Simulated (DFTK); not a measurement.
Crystal: C.

```
C
1.0
     0.00000    1.78337    1.78337
     1.78337    0.00000    1.78337
     1.78337    1.78337    0.00000
C
2
Direct
  0.75000 0.75000 0.75000
  0.50000 0.50000 0.50000
```

This isn't the form of C at room conditions, which is graphite.

Base run:

| Quantity | Value |
| --- | --- |
| Program | DFTK 0.8.2 |
| Functional | PBEsol |
| Potentials or basis | SG15 1.2 (PBE) |
| Cutoff | 1225 eV |
| k mesh | 13 × 13 × 13 |
| Occupations | fermi-dirac, width 0.05 eV |
| Spin | no spin polarisation |

Its results: band gap on the k mesh 4.00 eV, indirect (least direct gap 5.54 eV); pressure -2.7 GPa.

The run is repeated on the same cell with these changes: functional from PBEsol to LDA. What comes out?

Band gap on the k mesh 3.95 eV, indirect (least direct gap 5.53 eV); pressure -2.9 GPa.

Caveats: the potentials were made for another functional, which shifts forces and pressure.
